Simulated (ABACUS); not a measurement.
# Pt (Fm-3m) in ABACUS: a series of runs, part 2 of 2

ABACUS 3.10.1.

## Step 3: Band structure, BLYP

INPUT

```
INPUT_PARAMETERS
suffix              Pt
calculation         nscf
basis_type          lcao
pseudo_dir          ./
orbital_dir         ./
symmetry            -1
dft_functional      GGA_X_B88+GGA_C_LYP
ecutwfc             100.0
pseudo_rcut         10
nspin               1
nbands              19
ks_solver           genelpa
smearing_method     fd
smearing_sigma      0.00367493
scf_thr             1e-07
scf_nmax            100
mixing_type         broyden
mixing_beta         0.7
init_chg            file
out_band            1
```

STRU

```
ATOMIC_SPECIES
Pt 195.0840 Pt_ONCV_PBE-1.2.upf

NUMERICAL_ORBITAL
Pt_confined-atom_7au_3s2p2d1f.orb

LATTICE_CONSTANT
1.8897261246

LATTICE_VECTORS
0.0000000000 1.9609000000 1.9609000000
1.9609000000 0.0000000000 1.9609000000
1.9609000000 1.9609000000 0.0000000000

ATOMIC_POSITIONS
Direct

Pt
0.0
1
0.0000000000 0.0000000000 0.0000000000 1 1 1
```

KPT

```
K_POINTS
12
Line
0.00000000 0.00000000 0.00000000 10 // G
0.50000000 0.00000000 0.50000000 10 // X
0.50000000 0.25000000 0.75000000 10 // W
0.37500000 0.37500000 0.75000000 10 // K
0.00000000 0.00000000 0.00000000 10 // G
0.50000000 0.50000000 0.50000000 10 // L
0.62500000 0.25000000 0.62500000 10 // U
0.50000000 0.25000000 0.75000000 10 // W
0.50000000 0.50000000 0.50000000 10 // L
0.37500000 0.37500000 0.75000000 1 // K
0.62500000 0.25000000 0.62500000 10 // U
0.50000000 0.00000000 0.50000000 1 // X
```

Potentials or basis: SG15 ONCV 1.2 PBE, DZP LCAO (the cutoffs set its grid).

Command:

```bash
> OMP_NUM_THREADS=1 mpirun -np 4 abacus > log
```

running log:

```text
ABACUS v3.10.1

               Atomic-orbital Based Ab-initio Computation at UStc

 ------------------------------------------------------------------------------------

 READING GENERAL INFORMATION
                           global_out_dir = OUT.Pt/
                           global_in_card = INPUT
                               pseudo_dir = ./
                              orbital_dir = ./
                                    DSIZE = 4
                                    GSIZE = 1

 READING UNITCELL INFORMATION
                                    ntype = 1
                  lattice constant (Bohr) = 1.88973
              lattice constant (Angstrom) = 1

 READING ATOM TYPE 1
                               atom label = Pt
                      L=0, number of zeta = 3
                      L=1, number of zeta = 2
                      L=2, number of zeta = 2
                      L=3, number of zeta = 1
             number of atom for this type = 1

                        TOTAL ATOM NUMBER = 1
DIRECT COORDINATES
    atom                   x                   y                   z     mag                  vx                  vy                  vz
taud_Pt1            0.0000000000        0.0000000000        0.0000000000  0.0000        0.0000000000        0.0000000000        0.0000000000

                          Volume (Bohr^3) = 101.764
                             Volume (A^3) = 15.0798

 Lattice vectors: (Cartesian coordinate: in unit of a_0)
                   +0             +1.9609             +1.9609
              +1.9609                  +0             +1.9609
              +1.9609             +1.9609                  +0
 Reciprocal vectors: (Cartesian coordinate: in unit of 2 pi/a_0)
            -0.254985           +0.254985           +0.254985
            +0.254985           -0.254985           +0.254985
            +0.254985           +0.254985           -0.254985
 The esolver type has been set to : ksdft_lcao

                PAO radial cut off (Bohr) = 10

 Read in pseudopotential file is Pt_ONCV_PBE-1.2.upf
                     pseudopotential type = NC
          exchange-correlation functional = PBE
                 nonlocal core correction = 0
                        valence electrons = 18
                                     lmax = 3
                           number of zeta = 0
                     number of projectors = 8
                           L of projector = 0
                           L of projector = 0
                           L of projector = 1
                           L of projector = 1
                           L of projector = 2
                           L of projector = 2
                           L of projector = 3
                           L of projector = 3
 XC functional updated to : GGA_X_B88+GGA_C_LYP
          exchange-correlation functional = GGA_X_B88+GGA_C_LYP
     initial pseudo atomic orbital number = 0

 SETUP THE ELECTRONS NUMBER
            electron number of element Pt = 18
      total electron number of element Pt = 18
            AUTOSET number of electrons:  = 18
                           occupied bands = 9
                                   NLOCAL = 26
                                   NBANDS = 19
                                   NBANDS = 19
                                   NLOCAL = 26

%%%%%%%%%%%%%%%%%%%%%%%%%%%%%%%%%%%%%%%%%%%%%%%%%%%%%%%%%%%%%%%%%%%%%%%%%%%%%%%%%%%%%%%%%%%%%%%%%%%%%%%%%%
 Warning: the number of valence electrons in pseudopotential > 10 for Pt: [Xe] 4f14 5d9 6s1
 Pseudopotentials with additional electrons can yield (more) accurate outcomes, but may be less efficient.
 If you're confident that your chosen pseudopotential is appropriate, you can safely ignore this warning.
%%%%%%%%%%%%%%%%%%%%%%%%%%%%%%%%%%%%%%%%%%%%%%%%%%%%%%%%%%%%%%%%%%%%%%%%%%%%%%%%%%%%%%%%%%%%%%%%%%%%%%%%%%

 SETUP THE PLANE WAVE BASIS
 energy cutoff for charge/potential (unit:Ry) = 400
            fft grid for charge/potential = [ 36, 36, 36 ]
                        fft grid division = [ 3, 3, 3 ]
        big fft grid for charge/potential = [ 12, 12, 12 ]
                                     nbxx = 432
                                     nrxx = 11664

 SETUP PLANE WAVES FOR CHARGE/POTENTIAL
                    number of plane waves = 13803
                         number of sticks = 757

 PARALLEL PW FOR CHARGE/POTENTIAL
     PROC   COLUMNS(POT)             PW
        1            189           3450
        2            189           3452
        3            190           3451
        4            189           3450
 --------------- sum -------------------
        4            757          13803
                            number of |g| = 187
                                  max |g| = 36.1496
                                  min |g| = 0

----------- Double Check Mixing Parameters Begin ------------
mixing_type: broyden
mixing_beta: 0.7
mixing_gg0: 1
mixing_gg0_min: 0.1
mixing_ndim: 8
----------- Double Check Mixing Parameters End ------------

 SETUP K-POINTS
                                    nspin = 1
                                   nkstot = 102
K-POINTS DIRECT COORDINATES
 KPOINTS    DIRECT_X    DIRECT_Y    DIRECT_Z  WEIGHT
       1  0.00000000  0.00000000  0.00000000  1.0000
       2  0.05000000  0.00000000  0.05000000  1.0000
       3  0.10000000  0.00000000  0.10000000  1.0000
       4  0.15000000  0.00000000  0.15000000  1.0000
       5  0.20000000  0.00000000  0.20000000  1.0000
       6  0.25000000  0.00000000  0.25000000  1.0000
[... 22 lines left out ...]
      29  0.40000000  0.35000000  0.75000000  1.0000
      30  0.38750000  0.36250000  0.75000000  1.0000
[... 72 further k points ...]

           k-point number in this process = 102
       minimum distributed K point number = 102

[... K-POINTS CARTESIAN COORDINATES: 102 rows ...]

[... K-POINTS DIRECT COORDINATES: 102 rows ...]

 SETUP PLANE WAVES FOR WAVE FUNCTIONS
     energy cutoff for wavefunc (unit:Ry) = 100
              fft grid for wave functions = [ 36, 36, 36 ]
                    number of plane waves = 2229
                         number of sticks = 223

 PARALLEL PW FOR WAVE FUNCTIONS
     PROC   COLUMNS(POT)             PW
        1             55            557
        2             56            556
        3             56            558
        4             56            558
 --------------- sum -------------------
        4            223           2229

 SET NONLOCAL PSEUDOPOTENTIAL PROJECTORS
 max number of nonlocal projetors among all species is 8

 -------------------------------------------
 NONSELF-CONSISTENT
 -------------------------------------------

 SETUP SEARCHING RADIUS FOR PROGRAM TO SEARCH ADJACENT ATOMS
                  longest orb rcut (Bohr) = 7
   longest nonlocal projector rcut (Bohr) = 3.08
                     search radius (Bohr) = 20.2
              searching radius is (Bohr)) = 20.2
         searching radius unit is (Bohr)) = 1.89
                         PeriodicBoundary = 1
                        Radius(unit:lat0) = 10.7
                                   glayer = [ 6, 6, 6 ]
                             glayer_minus = [ 5, 5, 5 ]

Find the coordinate range of the input atom(unit:lat0).
                                  min_tau = [ -19.6, -19.6, -19.6 ]
                                  max_tau = [ 19.6, 19.6, 19.6 ]
                                BoxNumber = [ 11, 11, 11 ]

 SETUP EXTENDED REAL SPACE GRID FOR GRID INTEGRATION
                          real space grid = [ 36, 36, 36 ]
                 big cell numbers in grid = [ 12, 12, 12 ]
             meshcell numbers in big cell = [ 3, 3, 3 ]
                        extended fft grid = [ 20, 20, 20 ]
                dimension of extened grid = [ 53, 53, 53 ]
                            UnitCellTotal = 125
              Atom number in sub-FFT-grid = 1
    Local orbitals number in sub-FFT-grid = 26
                                ParaV.nnr = 42081
                                 init_chg = file
 try to read charge from file
 Read in the charge density: OUT.Pt//Pt-CHARGE-DENSITY.restart

 LCAO ALGORITHM --------------- ION=   1  ELEC=   1--------------------------------
[... levels at 102 k points of this process ...]

 Density error is 0.00000000000
----------------------------------------------------------
     Energy           Rydberg                 eV
----------------------------------------------------------
 E_KohnSham     -242.2199965128      -3295.5721221142
 E_KS(sigma->0) -242.2195240875      -3295.5656944377
 E_Harris       -242.2199965128      -3295.5721221142
 E_band         -8.7577378959        -119.1551369746
 E_one_elec     -58.7867529253       -799.8348067027
 E_Hartree      40.0127695533        544.4016586853
 E_xc           -23.0038764824       -312.9837962490
 E_Ewald        -200.4411918076      -2727.1423224947
 E_entropy(-TS) -0.0009448507        -0.0128553530
 E_descf        0.0000000000         0.0000000000
 E_exx          0.0000000000         0.0000000000
 E_Fermi        1.7778184217         24.1884605448
----------------------------------------------------------

 charge density convergence is achieved
 final etot is -3295.5721221 eV
 EFERMI = 24.188460545 eV

 STATE ENERGY(eV) AND OCCUPATIONS    NSPIN == 1
 1/102 kpoint (Cartesian) = 0.0000 0.0000 0.0000 (437 pws)
       1       -74.6776      0.0196078
       2       -28.7613      0.0196078
       3       -28.7613      0.0196078
       4       -28.7613      0.0196078
       5        13.8172      0.0196078
       6        20.0671      0.0196078
[... 11 lines left out ...]
      18        58.3994        0.00000
      19        58.7392        0.00000

 2/102 kpoint (Cartesian) = 0.0000 0.025498 0.0000 (434 pws)
       1       -74.6765      0.0196078
       2       -28.7727      0.0196078
       3       -28.7657      0.0196078
       4       -28.7657      0.0196078
       5        13.9527      0.0196078
       6        19.9793      0.0196078
[... 11 lines left out ...]
      18        57.2861        0.00000
      19        58.8361        0.00000
[... 64 lines left out ...]
 6/102 kpoint (Cartesian) = 0.0000 0.12749 0.0000 (427 pws)
       1       -74.6556      0.0196078
       2       -28.9889      0.0196078
       3       -28.8503      0.0196078
       4       -28.8503      0.0196078
       5        16.5673      0.0196078
       6        18.5033      0.0196078
[... 11 lines left out ...]
      18        57.9000        0.00000
      19        60.5297        0.00000

[... levels at 96 further k points ...]

 --------------------------------------------
 !FINAL_ETOT_IS -3295.572122114154 eV
 --------------------------------------------

 Output bands in file: OUT.Pt/BANDS_1.dat
```

Run time: 0.98 s. Hardware: 4 MPI ranks of AMD EPYC 7R13 (Zen 3), shared host; peak memory 0.36 GiB.

Levels at the corners of the path, in eV from the Fermi level:
| point | band 6 | band 7 | band 8 | band 9 | band 10 | band 11 | band 12 | band 13 |
| --- | --- | --- | --- | --- | --- | --- | --- | --- |
| Γ | -3.73 | -3.73 | -3.73 | -1.60 | -1.60 | 15.14 | 20.06 | 20.06 |
| X | -6.53 | 0.02 | 0.53 | 0.53 | 2.06 | 8.93 | 11.59 | 11.59 |
| W | -4.45 | -4.45 | -1.96 | 0.54 | 7.17 | 8.48 | 8.48 | 12.37 |
| K | -5.34 | -2.74 | -1.29 | -0.13 | 5.85 | 6.92 | 10.31 | 14.89 |
| Γ | -3.73 | -3.73 | -3.73 | -1.60 | -1.60 | 15.14 | 20.06 | 20.06 |
| L | -3.80 | -3.80 | -0.14 | 0.08 | 0.08 | 5.91 | 14.93 | 19.13 |
| U | -5.34 | -2.74 | -1.29 | -0.13 | 5.85 | 6.92 | 10.31 | 14.89 |
| W | -4.45 | -4.45 | -1.96 | 0.54 | 7.17 | 8.48 | 8.48 | 12.37 |
| L | -3.80 | -3.80 | -0.14 | 0.08 | 0.08 | 5.91 | 14.93 | 19.13 |
| K | -5.34 | -2.74 | -1.29 | -0.13 | 5.85 | 6.92 | 10.31 | 14.89 |
| U | -5.34 | -2.74 | -1.29 | -0.13 | 5.85 | 6.92 | 10.31 | 14.89 |
| X | -6.53 | 0.02 | 0.53 | 0.53 | 2.06 | 8.93 | 11.59 | 11.59 |

Caveat: the atomic orbitals were generated for these runs and aren't a published set; the density is read from an earlier self-consistent run, whose mesh may be coarse; the potentials were made for another functional, which shifts forces and pressure; spin-orbit coupling is left out, which moves the levels of the heavy elements; the basis of atomic orbitals isn't converged, which shifts pressures, moduli and gaps.

## Step 4: Band structure, OLYP

INPUT

```
INPUT_PARAMETERS
suffix              Pt
calculation         nscf
basis_type          pw
pseudo_dir          ./
symmetry            -1
dft_functional      GGA_X_OPTX+GGA_C_LYP
ecutwfc             40.0
pseudo_rcut         10
nspin               1
nbands              18
ks_solver           dav
smearing_method     fd
smearing_sigma      0.00367493
scf_thr             1e-08
scf_nmax            100
mixing_type         broyden
mixing_beta         0.7
ecutrho             320.0
init_chg            file
pw_diag_thr         1e-07
out_band            1
kpar                4
```

STRU

```
ATOMIC_SPECIES
Pt 195.0840 pt_pbe_v1.4.uspp.F.UPF

LATTICE_CONSTANT
1.8897261246

LATTICE_VECTORS
-1.9609000000 0.0000000000 1.9609000000
0.0000000000 1.9609000000 1.9609000000
-1.9609000000 1.9609000000 0.0000000000

ATOMIC_POSITIONS
Direct

Pt
0.0
1
0.0000000000 0.0000000000 0.0000000000 1 1 1
```

KPT is that of step 3.

Potentials or basis: GBRV ultrasoft 1.5 PBE, plane waves.

Command:

```bash
> OMP_NUM_THREADS=1 mpirun -np 4 abacus > log
```

It took 3.1 s on 4 MPI ranks of AMD EPYC 7R43 (Zen 3), shared host; peak memory 0.32 GiB.

Levels at the corners of the path, in eV from the Fermi level:
| point | band 4 | band 5 | band 6 | band 7 | band 8 | band 9 | band 10 | band 11 | band 12 |
| --- | --- | --- | --- | --- | --- | --- | --- | --- | --- |
| Γ | -10.06 | -3.76 | -3.76 | -3.76 | -1.64 | -1.64 | 14.78 | 19.78 | 19.78 |
| X | -7.00 | -6.56 | -0.02 | 0.47 | 0.47 | 1.93 | 8.98 | 11.60 | 11.60 |
| W | -5.60 | -4.50 | -4.50 | -1.98 | 0.47 | 7.27 | 8.40 | 8.40 | 12.11 |
| K | -6.20 | -5.41 | -2.81 | -1.32 | -0.19 | 5.90 | 6.81 | 10.18 | 14.86 |
| Γ | -10.06 | -3.76 | -3.76 | -3.76 | -1.64 | -1.64 | 14.78 | 19.78 | 19.78 |
| L | -7.23 | -3.82 | -3.82 | -0.33 | 0.02 | 0.02 | 5.92 | 14.36 | 19.18 |
| U | -6.20 | -5.41 | -2.81 | -1.32 | -0.19 | 5.90 | 6.81 | 10.18 | 14.86 |
| W | -5.60 | -4.50 | -4.50 | -1.98 | 0.47 | 7.27 | 8.40 | 8.40 | 12.11 |
| L | -7.23 | -3.82 | -3.82 | -0.33 | 0.02 | 0.02 | 5.92 | 14.36 | 19.18 |
| K | -6.20 | -5.41 | -2.81 | -1.32 | -0.19 | 5.90 | 6.81 | 10.18 | 14.86 |
| U | -6.20 | -5.41 | -2.81 | -1.32 | -0.19 | 5.90 | 6.81 | 10.18 | 14.86 |
| X | -7.00 | -6.56 | -0.02 | 0.47 | 0.47 | 1.93 | 8.98 | 11.60 | 11.60 |

Caveat: the density is read from an earlier self-consistent run, whose mesh may be coarse; the potentials were made for another functional, which shifts forces and pressure; spin-orbit coupling is left out, which moves the levels of the heavy elements.

## Step 5: Equation of state, OLYP, 14.18 Å³/atom (volume scaled by 0.94)

INPUT

```
INPUT_PARAMETERS
suffix              Pt
calculation         scf
basis_type          pw
pseudo_dir          ./
symmetry            1
dft_functional      GGA_X_OPTX+GGA_C_LYP
ecutwfc             40
pseudo_rcut         10
nspin               1
nbands              12
ks_solver           dav
smearing_method     fd
smearing_sigma      0.00367493
scf_thr             1e-08
scf_nmax            100
mixing_type         broyden
mixing_beta         0.7
cal_force           1
cal_stress          1
ecutrho             320
kpar                4
```

STRU

```
ATOMIC_SPECIES
Pt 195.0840 pt_pbe_v1.4.uspp.F.UPF

LATTICE_CONSTANT
1.8897261246

LATTICE_VECTORS
0.0000000000 1.9208704006 1.9208704006
1.9208704006 0.0000000000 1.9208704006
1.9208704006 1.9208704006 0.0000000000

ATOMIC_POSITIONS
Direct

Pt
0.0
1
0.0000000000 0.0000000000 0.0000000000 1 1 1
```

KPT

```
K_POINTS
0
Gamma
10 10 10 0 0 0
```

Command:

```bash
> OMP_NUM_THREADS=1 mpirun -np 4 abacus > log
```

Wall time 4.7 s (4 MPI ranks of AMD EPYC 7R43 (Zen 3), shared host); peak memory 0.32 GiB.

Results (log left out):

```
Free energy            : -2878.9962 eV
Pressure               : 23.2 GPa
Band gap on the k mesh : none (metal or under the smearing width)
```

Caveat: the potentials were made for another functional, which shifts forces and pressure.

## Step 6: Equation of state, OLYP, 14.78 Å³/atom (volume scaled by 0.98)

INPUT is that of step 5.

STRU

```
ATOMIC_SPECIES
Pt 195.0840 pt_pbe_v1.4.uspp.F.UPF

LATTICE_CONSTANT
1.8897261246

LATTICE_VECTORS
0.0000000000 1.9477392008 1.9477392008
1.9477392008 0.0000000000 1.9477392008
1.9477392008 1.9477392008 0.0000000000

ATOMIC_POSITIONS
Direct

Pt
0.0
1
0.0000000000 0.0000000000 0.0000000000 1 1 1
```

KPT is that of step 5.

Potentials or basis: GBRV ultrasoft 1.5 PBE, plane waves.

Command:

```bash
> OMP_NUM_THREADS=1 mpirun -np 4 abacus > log
```

It took 4.8 s on 4 MPI ranks of AMD EPYC 7R43 (Zen 3), shared host; peak memory 0.32 GiB.

The run converged. Its results:

```
Free energy            : -2879.0596 eV
Pressure               : 9.1 GPa
Band gap on the k mesh : none (metal or under the smearing width)
```

Caveat: the potentials were made for another functional, which shifts forces and pressure.

## Step 7: Equation of state, OLYP, 15.38 Å³/atom (volume scaled by 1.02)

INPUT is that of step 6.

STRU

```
ATOMIC_SPECIES
Pt 195.0840 pt_pbe_v1.4.uspp.F.UPF

LATTICE_CONSTANT
1.8897261246

LATTICE_VECTORS
0.0000000000 1.9738864712 1.9738864712
1.9738864712 0.0000000000 1.9738864712
1.9738864712 1.9738864712 0.0000000000

ATOMIC_POSITIONS
Direct

Pt
0.0
1
0.0000000000 0.0000000000 0.0000000000 1 1 1
```

KPT is that of step 6.

Command:

```bash
> OMP_NUM_THREADS=1 mpirun -np 4 abacus > log
```

Run time: 4.9 s. Hardware: 4 MPI ranks of AMD EPYC 7R43 (Zen 3), shared host; peak memory 0.32 GiB.

It converged, with:

```yaml
Free_energy: -2879.0764 eV
Pressure: -1.7 GPa
Band_gap_on_the_k_mesh: none (metal or under the smearing width)
```

Caveat: the potentials were made for another functional, which shifts forces and pressure.

## Step 8: Equation of state, OLYP, 15.98 Å³/atom (volume scaled by 1.06)

INPUT is that of step 7.

STRU

```
ATOMIC_SPECIES
Pt 195.0840 pt_pbe_v1.4.uspp.F.UPF

LATTICE_CONSTANT
1.8897261246

LATTICE_VECTORS
0.0000000000 1.9993587835 1.9993587835
1.9993587835 0.0000000000 1.9993587835
1.9993587835 1.9993587835 0.0000000000

ATOMIC_POSITIONS
Direct

Pt
0.0
1
0.0000000000 0.0000000000 0.0000000000 1 1 1
```

KPT is that of step 7.

Command:

```bash
> OMP_NUM_THREADS=1 mpirun -np 4 abacus > log
```

Wall time 4.9 s (4 MPI ranks of AMD EPYC 7R43 (Zen 3), shared host); peak memory 0.32 GiB.

It converged, with:

* Free energy: -2879.0576 eV
* Pressure: -10.0 GPa
* Band gap on the k mesh: none (metal or under the smearing width)

Caveat: the potentials were made for another functional, which shifts forces and pressure.

## Step 9: Equation of state, OLYP

Potentials or basis: GBRV ultrasoft 1.5 PBE, plane waves.

This step only gathers the single runs of the series.

Results:

| Quantity | Value |
| --- | --- |
| Equilibrium volume | 15.34 Å³/atom |
| Bulk modulus | 245 GPa |
| Pressure derivative of the bulk modulus | 5.7 (rough: it moves with the points fitted) |

Energy against volume, from the lowest point:
| volume (Å³/atom) | energy (meV/atom) |
| --- | --- |
| 14.175 | 80.28 |
| 14.778 | 16.89 |
| 15.381 | 0.00 |
| 15.985 | 18.87 |

Caveat: the potentials were made for another functional, which shifts forces and pressure. Zero-point motion and thermal expansion aren't in these numbers.
